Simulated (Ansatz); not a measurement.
# TiB2 (P6/mmm) in Ansatz: a series of runs

Runs on TiB2. Level: PBE. Tasks: single point.

Program: Ansatz 0.2.0. These are calculated values, not measurements. Logs are shortened: lines on timing, memory, paths and dates and some standing lists are left out, and cuts for length are marked.

## Step 1: Starting point

The structure is hexagonal, space group P6/mmm (No. 191). Conventional cell: a = 3.029 Å, b = 3.029 Å, c = 3.228 Å, α = 90.00°, β = 90.00°, γ = 120.00°. Ti (site symmetry 6/mmm) has 12 B at 2.38 Å as nearest neighbours. B (site symmetry -6m2) is surrounded by 3 B at 1.75 Å.

## Step 2: Single point, PBE

Contents of input.yaml:

```yaml
crystal:
  lattice:
    - [3.0292, 0.0, 0.0]
    - [-1.5146, 2.6233641531, 0.0]
    - [0.0, 0.0, 3.2284]
  atoms:
    - { symbol: Ti, position: [0.0, 0.0, 0.0] }
    - { symbol: B, position: [0.6666666667, 0.3333333333, 0.5] }
    - { symbol: B, position: [0.3333333333, 0.6666666667, 0.5] }
hamiltonian:
  xc: pbe
  pseudopotentials: { kind: paw }
kpoints:
  mp_grid: { grid: [10, 10, 8] }
scf:
  occupations: { method: gaussian, width: 0.021 }
output:
  forces: true
  stress: true
  eigenvalues: true
  write_density: true
  write_potential: true
  elf: true
  volumetric_format: npy
```

Potentials or basis: Ansatz PAW.

Launch:

```
$ ansatz run input.yaml --threads 2 --pin off --max-ram 5632MiB --backend cpu --events-out ev --progress --plain --runs-dir out
```

Output:

```text
Warning: RAYON_NUM_THREADS=2 ignored (pool sized by the plan → 2); use --threads N
Engine: ansatz 0.2.0, x86_64-unknown-linux-gnu
Pseudopotentials: kind: paw
Pseudopotential: Ti, paw, valence charge 12, recommended cutoff 420 eV (normal), Ti.paw.azcp
Pseudopotential: B, paw, valence charge 3, recommended cutoff 420 eV (normal), B.paw.azcp
Functional definition: PBE
  parameter kappa = 0.804
  parameter beta = 0.06672455060314922
  exchange = pbe_x(kappa = kappa, mu = beta*pi^2/3)
  correlation = pbe_c(beta = beta)
Crystal: 3 atoms, lattice volume = 25.655 Å³
Basis set: ecut = 420 eV, 503 PW (Γ), exchange–correlation on 48×48×48 points (8 copies of the dense FFT grid, shifted against one another)
Bands: 13, of which v1, the nominal top of the filled ones, is band 9 counted from 1 (8 counted from 0)
Symmetry: 24 space group operations
Space group: P6/mmm (ITA 191), of the structure as read, at distance tolerance 2.9e-5 Å
k-points: 70 of 800
Non-local potential: Ti, projectors of the file, l = 0: 3, l = 1: 2, l = 2: 3, l = 3: 1
Non-local potential: B, projectors of the file, l = 0: 2, l = 1: 2, l = 2: 1
PAW form: soft (Blöchl's): semilocal exchange-correlation on the pseudo side does not see the compensation charge
PAW one-centre angular grid: Ti, 590 points (default); XC on 64 Gauss nodes
PAW one-centre angular grid: B, 110 points (default); XC on 64 Gauss nodes
Initial density: superposition of atomic densities (neutral atoms: chi_scale 0, normalization atom), corrected by the library's trained network
Initial wavefunctions: pseudopotential atomic-orbital guess
Functional: x = pbe(κ = 0.804, μ = 0.2195149727645171), c = pbe(β = 0.06672455060314922)
SCF iter   1: F=—  HF=-2814.685738 eV  |F-HF|=—  |Δ(HF+E_count)|=         —  Δρ=3.47e-3  dr2=2.33e-3  ethr=1.77e-3  ⟨swp⟩=4.5  Hψ=4294  notcnv=0
preconditioner: auto → none  [metal: Δε(μ)=0.027 eV  Ē_g=8.112 eV  σ=0.021 eV  W_gap=0.47  n_scr=8 (ndim 8)  ℏωp=23.2 eV  f_vac=0.000  D(μ)=1.79/eV (n_scr^D=20)  sad-step TF]
SCF iter   2: F=—  HF=-2814.685093 eV  |F-HF|=—  |Δ(HF+E_count)|=   6.45e-4  Δρ=1.85e-3  dr2=7.78e-4  ethr=1.29e-5  ⟨swp⟩=2.2  Hψ=1810  notcnv=0  defer=1
SCF iter   3: F=—  HF=-2814.684918 eV  |F-HF|=—  |Δ(HF+E_count)|=   1.75e-4  Δρ=1.56e-4  dr2=5.93e-6  ethr=4.32e-6  ⟨swp⟩=2.7  Hψ=1656  notcnv=0  defer=1
SCF iter   4: F=—  HF=-2814.684906 eV  |F-HF|=—  |Δ(HF+E_count)|=   1.16e-5  Δρ=4.65e-5  dr2=5.09e-7  ethr=3.29e-8  ⟨swp⟩=2.6  Hψ=1446  notcnv=0  defer=1
iter 5 did not close the SCF: its close was put off for the readings that it lacked (scf_convergence_deferred on its scf_iter line)
SCF iter   5: F=-2814.684906 eV  HF=-2814.684906 eV  |F-HF|=4.92e-10  |Δ(HF+E_count)|=   1.76e-7  Δρ=6.70e-6  dr2=8.62e-9  ethr=2.83e-9  ⟨swp⟩=2.8  Hψ=1517  notcnv=0  defer=1
SCF iter   6: F=-2814.684906 eV  HF=-2814.684906 eV  |F-HF|=6.55e-11  |Δ(HF+E_count)|=   3.30e-9  Δρ=7.59e-7  dr2=1.34e-10  ethr=4.79e-11  ⟨swp⟩=4.3  Hψ=4324  notcnv=0
SCF 1 converged in 6 iterations: F = -2814.684906 eV  dr2 = 1.34e-10
SCF converged after 6 iterations
Free energy (F): -2814.684906 eV
Harris-Foulkes:  -2814.684906 eV  (|F-HF|=6.55e-11)
Internal energy: -2814.684473 eV  (E = F + TS)
E sigma→0 (E₀):  -2814.684690 eV
Entropy (-TS):   -0.000433 eV (-0.144 meV/atom)
Fermi energy:    15.110813 eV
--- Per-component energies (eV) ---
  E_band       = -93.666532
  E_kinetic    = 376.018246
  E_local      = -787.426303  (includes V_loc(G=0)·N_el)
  E_nonlocal   = 28.806754
  E_hartree    = 333.820074
  E_xc         = -165.110468
  E_vxc        = -202.813970  (∫ρ·V_xc dr)
  E_paw        = -1204.609957  (= ΣΔE_a)
  E_vpaw       = -175.891644  (= ΣTr[D̂ρ^β])
  E_aug_tail   = 0.000100  (compensation charges beyond the density's cutoff)
  E_ewald      = -1396.182920
  E_smearing   = -0.000433  (= −TS)
  E_closure    = -0.000000  (closes the sum)
  Σ components = -2814.684906   (vs F -2814.684906, Δ=0.00e0)
--- Forces (eV/Å), atoms counted from 1 ---
  atom   1  Ti     0.00000000     0.00000000     0.00000000
  atom   2  B     -0.00000000     0.00000000     0.00000000
  atom   3  B      0.00000000    -0.00000000     0.00000000
  max |Σ_I F_I| component: 5.55e-17 eV/Å
--- Stress (GPa, compression-positive) ---
        0.324712      -0.000000      -0.000000
        0.000000       0.324712      -0.000000
       -0.000000      -0.000000       0.264077
  P = ⅓ Tr σ = 0.3045 GPa (3.045 kbar)
--- Band table (eV; the first three rows and the last of 70) ---
  k-point 0: bands = ["-41.7545", "-18.1016", "-17.8060", "-17.8060", "1.6604", "12.5649", "12.5649", "12.8422", "13.0585", "17.0706", "17.0706", "18.8200", "18.8200"]
  k-point 1: bands = ["-41.7524", "-18.1314", "-17.8036", "-17.8036", "1.8664", "11.3159", "12.7292", "12.7292", "14.3747", "16.5949", "16.5949", "18.4664", "18.4664"]
  k-point 2: bands = ["-41.7472", "-18.2027", "-17.7979", "-17.7979", "2.4336", "9.6408", "13.2106", "13.2106", "15.5591", "15.7923", "15.7923", "17.5566", "17.5566"]
  k-point 69: bands = ["-41.6800", "-18.1967", "-18.0929", "-18.0177", "6.1110", "7.1213", "9.5242", "11.8062", "12.1126", "17.6813", "19.1077", "19.2584", "19.5469"]
```

It took 0.72 s on 2 threads of Intel Xeon Platinum 8375C at 2.90GHz (Ice Lake), shared host; peak memory 0.38 GiB.

What came out:

* Free energy: -2814.6849 eV
* Pressure: 0.3 GPa
* Band gap on the k mesh: none (metal or under the smearing width)

## Step 3: Single point, PBE

input.yaml, as its differences from that of step 2:

```diff
@@ -15,3 +15,3 @@
 scf:
-  occupations: { method: gaussian, width: 0.021 }
+  occupations: { method: gaussian, width: 0.022 }
 output:
```

Potentials or basis: Ansatz PAW.

Launch:

```
$ ansatz run input.yaml --threads 2 --pin off --max-ram 5632MiB --backend cpu --events-out ev --progress --plain --runs-dir out
```

Output:

```text
Warning: RAYON_NUM_THREADS=2 ignored (pool sized by the plan → 2); use --threads N
Engine: ansatz 0.2.0, x86_64-unknown-linux-gnu
Pseudopotentials: kind: paw
Pseudopotential: Ti, paw, valence charge 12, recommended cutoff 420 eV (normal), Ti.paw.azcp
Pseudopotential: B, paw, valence charge 3, recommended cutoff 420 eV (normal), B.paw.azcp
Functional definition: PBE
  parameter kappa = 0.804
  parameter beta = 0.06672455060314922
  exchange = pbe_x(kappa = kappa, mu = beta*pi^2/3)
  correlation = pbe_c(beta = beta)
Crystal: 3 atoms, lattice volume = 25.655 Å³
Basis set: ecut = 420 eV, 503 PW (Γ), exchange–correlation on 48×48×48 points (8 copies of the dense FFT grid, shifted against one another)
Bands: 13, of which v1, the nominal top of the filled ones, is band 9 counted from 1 (8 counted from 0)
Symmetry: 24 space group operations
Space group: P6/mmm (ITA 191), of the structure as read, at distance tolerance 2.9e-5 Å
k-points: 70 of 800
[... 25 lines left out ...]
--- Per-component energies (eV) ---
  E_band       = -93.666400
  E_kinetic    = 376.018288
  E_local      = -787.426469  (includes V_loc(G=0)·N_el)
  E_nonlocal   = 28.806786
  E_hartree    = 333.820202
  E_xc         = -165.110475
  E_vxc        = -202.813979  (∫ρ·V_xc dr)
  E_paw        = -1204.609975  (= ΣΔE_a)
  E_vpaw       = -175.891672  (= ΣTr[D̂ρ^β])
  E_aug_tail   = 0.000100  (compensation charges beyond the density's cutoff)
  E_ewald      = -1396.182920
  E_smearing   = -0.000465  (= −TS)
  E_closure    = 0.000000  (closes the sum)
  Σ components = -2814.684927   (vs F -2814.684927, Δ=0.00e0)
--- Forces (eV/Å), atoms counted from 1 ---
  atom   1  Ti    -0.00000000     0.00000000     0.00000000
  atom   2  B     -0.00000000     0.00000000     0.00000000
  atom   3  B     -0.00000000    -0.00000000     0.00000000
  max |Σ_I F_I| component: 2.04e-16 eV/Å
--- Stress (GPa, compression-positive) ---
        0.325558      -0.000000      -0.000000
        0.000000       0.325558      -0.000000
       -0.000000      -0.000000       0.262660
  P = ⅓ Tr σ = 0.3046 GPa (3.046 kbar)
--- Band table (eV; the first three rows and the last of 70) ---
  k-point 0: bands = ["-41.7545", "-18.1017", "-17.8059", "-17.8059", "1.6604", "12.5649", "12.5649", "12.8422", "13.0584", "17.0706", "17.0706", "18.8201", "18.8201"]
  k-point 1: bands = ["-41.7523", "-18.1315", "-17.8035", "-17.8035", "1.8664", "11.3159", "12.7292", "12.7292", "14.3747", "16.5949", "16.5949", "18.4665", "18.4665"]
  k-point 2: bands = ["-41.7471", "-18.2027", "-17.7978", "-17.7978", "2.4336", "9.6408", "13.2106", "13.2106", "15.5591", "15.7923", "15.7923", "17.5567", "17.5567"]
  k-point 69: bands = ["-41.6800", "-18.1968", "-18.0928", "-18.0177", "6.1110", "7.1213", "9.5242", "11.8063", "12.1126", "17.6813", "19.1078", "19.2584", "19.5469"]
```

v_z.tsv:

```text
# z_ang	v_es[eV]	v_tot[eV]
# format = ansatz-planar-average/11
# xc	pbe
# density_cutoff_ev	1680
# datasets	Ti=:simpson_from_first_knot:soft	B=:simpson_from_first_knot:soft
# lattice	3.029200000	0.000000000	0.000000000
# lattice	-1.514600000	2.623364153	0.000000000
# lattice	0.000000000	0.000000000	3.228400000
# sites	3
# site	22	0.000000000	0.000000000	0.000000000
# site	5	1.514600000	0.874454718	1.614200000
# site	5	0.000000000	1.748909435	1.614200000
0.000000	3.252924e0	-9.584081e0
0.134517	3.526182e0	-9.264115e0
0.269033	4.329711e0	-8.308209e0
0.403550	5.594245e0	-6.808606e0
0.538067	7.173798e0	-4.939057e0
0.672583	8.752165e0	-3.089262e0
[... 16 lines left out ...]
2.959367	4.329711e0	-8.308209e0
3.093883	3.526182e0	-9.264115e0
```

Wall time 0.74 s (2 threads of Intel Xeon Platinum 8375C at 2.90GHz (Ice Lake), shared host); peak memory 0.38 GiB.

What came out:

- Free energy: -2814.6849 eV
- Pressure: 0.3 GPa
- Band gap on the k mesh: none (metal or under the smearing width)

## Step 4: Single point, PBE

input.yaml, as its differences from that of step 3:

```diff
@@ -15,3 +15,3 @@
 scf:
-  occupations: { method: gaussian, width: 0.022 }
+  occupations: { method: gaussian, width: 0.023 }
 output:
@@ -20,5 +20 @@
   eigenvalues: true
-  write_density: true
-  write_potential: true
-  elf: true
-  volumetric_format: npy
```

Potentials or basis: Ansatz PAW.

Launch:

```
$ ansatz run input.yaml --threads 2 --pin off --max-ram 5632MiB --backend cpu --events-out ev --progress --plain --runs-dir out
```

Output:

```text
Warning: RAYON_NUM_THREADS=2 ignored (pool sized by the plan → 2); use --threads N
Engine: ansatz 0.2.0, x86_64-unknown-linux-gnu
Pseudopotentials: kind: paw
Pseudopotential: Ti, paw, valence charge 12, recommended cutoff 420 eV (normal), Ti.paw.azcp
Pseudopotential: B, paw, valence charge 3, recommended cutoff 420 eV (normal), B.paw.azcp
Functional definition: PBE
  parameter kappa = 0.804
  parameter beta = 0.06672455060314922
  exchange = pbe_x(kappa = kappa, mu = beta*pi^2/3)
  correlation = pbe_c(beta = beta)
Crystal: 3 atoms, lattice volume = 25.655 Å³
Basis set: ecut = 420 eV, 503 PW (Γ), exchange–correlation on 48×48×48 points (8 copies of the dense FFT grid, shifted against one another)
Bands: 13, of which v1, the nominal top of the filled ones, is band 9 counted from 1 (8 counted from 0)
Symmetry: 24 space group operations
Space group: P6/mmm (ITA 191), of the structure as read, at distance tolerance 2.9e-5 Å
k-points: 70 of 800
[... 25 lines left out ...]
--- Per-component energies (eV) ---
  E_band       = -93.666281
  E_kinetic    = 376.018330
  E_local      = -787.426622  (includes V_loc(G=0)·N_el)
  E_nonlocal   = 28.806816
  E_hartree    = 333.820321
  E_xc         = -165.110483
  E_vxc        = -202.813989  (∫ρ·V_xc dr)
  E_paw        = -1204.609993  (= ΣΔE_a)
  E_vpaw       = -175.891697  (= ΣTr[D̂ρ^β])
  E_aug_tail   = 0.000100  (compensation charges beyond the density's cutoff)
  E_ewald      = -1396.182920
  E_smearing   = -0.000498  (= −TS)
  E_closure    = 0.000000  (closes the sum)
  Σ components = -2814.684948   (vs F -2814.684948, Δ=0.00e0)
--- Forces (eV/Å), atoms counted from 1 ---
  atom   1  Ti    -0.00000000    -0.00000000     0.00000000
  atom   2  B      0.00000000     0.00000000     0.00000000
  atom   3  B     -0.00000000    -0.00000000     0.00000000
  max |Σ_I F_I| component: 3.70e-17 eV/Å
--- Stress (GPa, compression-positive) ---
        0.326464       0.000000      -0.000000
        0.000000       0.326464      -0.000000
       -0.000000      -0.000000       0.261136
  P = ⅓ Tr σ = 0.3047 GPa (3.047 kbar)
--- Band table (eV; the first three rows and the last of 70) ---
  k-point 0: bands = ["-41.7545", "-18.1017", "-17.8059", "-17.8059", "1.6604", "12.5650", "12.5650", "12.8422", "13.0584", "17.0706", "17.0706", "18.8201", "18.8201"]
  k-point 1: bands = ["-41.7523", "-18.1315", "-17.8035", "-17.8035", "1.8664", "11.3159", "12.7292", "12.7292", "14.3747", "16.5949", "16.5949", "18.4665", "18.4665"]
  k-point 2: bands = ["-41.7471", "-18.2028", "-17.7978", "-17.7978", "2.4336", "9.6408", "13.2106", "13.2106", "15.5591", "15.7923", "15.7923", "17.5567", "17.5567"]
  k-point 69: bands = ["-41.6800", "-18.1969", "-18.0928", "-18.0176", "6.1110", "7.1213", "9.5242", "11.8063", "12.1126", "17.6813", "19.1078", "19.2584", "19.5468"]
```

Run time: 0.58 s. Hardware: 2 threads of Intel Xeon Platinum 8375C at 2.90GHz (Ice Lake), shared host; peak memory 0.38 GiB.

What came out:

```
Free energy            : -2814.6849 eV
Pressure               : 0.3 GPa
Band gap on the k mesh : none (metal or under the smearing width)
```

## Step 5: Summary

| smearing | gap on the mesh (eV) | pressure (GPa) |
| --- | --- | --- |
| gaussian 0.021 eV | none | 0.3 |
| gaussian 0.022 eV | none | 0.3 |
| gaussian 0.023 eV | none | 0.3 |

Alike in all rows: task single point; level PBE; potentials or basis Ansatz PAW; no spin polarisation; cell as given; k mesh 10 × 10 × 8; cutoff (eV) 420.

Every run on the cell as given and a fine mesh finds a metal.

Total energies depend on the potentials used, so only differences within one code and one set of settings carry meaning.
